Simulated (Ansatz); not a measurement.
Write the native input for Ansatz 0.2.0 that does the following.

```
Task                : band structure
Functional          : LDA
Potentials or basis : all-electron LAPW, scalar-relativistic
Cutoff              : 216 eV (chosen from the basis error)
Basis error allowed : 0.001 eV/atom
k mesh              : 11 × 11 × 11
Occupations         : fermi-dirac, width 0.05 eV
Spin                : no spin polarisation
```

Nb:

```
Nb
1.0
    -1.66395    1.66395    1.66395
     1.66395   -1.66395    1.66395
     1.66395    1.66395   -1.66395
Nb
1
Cartesian
  0.0000 0.0000 0.0000
```

These files were run (other wordings do the same):

input.yaml

```yaml
crystal:
  lattice:
    - [-1.66395, 1.66395, 1.66395]
    - [1.66395, -1.66395, 1.66395]
    - [1.66395, 1.66395, -1.66395]
  atoms:
    - { symbol: Nb, position: [0.0, 0.0, 0.0] }
kpoints:
  mp_grid: { grid: [11, 11, 11] }
  band_path:
    path:
      - [0.0, 0.0, 0.0]
      - [0.5, -0.5, 0.5]
      - [0.0, 0.0, 0.5]
      - [0.0, 0.0, 0.0]
      - [0.25, 0.25, 0.25]
      - [0.5, -0.5, 0.5]
    npoints: 8
scf:
  occupations: { method: fermi_dirac, width: 0.05 }
hamiltonian:
  xc: lda
  pseudopotentials: { kind: all_electron, lapw: { basis_error: 0.001 } }
output:
  forces: true
  stress: true
  eigenvalues: true
```

Potentials or basis: all-electron LAPW, scalar-relativistic.

Launch:

```sh
$ ansatz run input.yaml --threads 1 --pin off --max-ram 3072MiB --backend cpu --events-out ev --progress --plain --runs-dir out
```

It gave:

```yaml
Pressure: -11.6 GPa
Band_gap_along_the_path: none (metal or under the smearing width)
```

Run time: 4 s on 1 thread of Arm Neoverse V2 (shared host), peak memory 0.24 GiB.
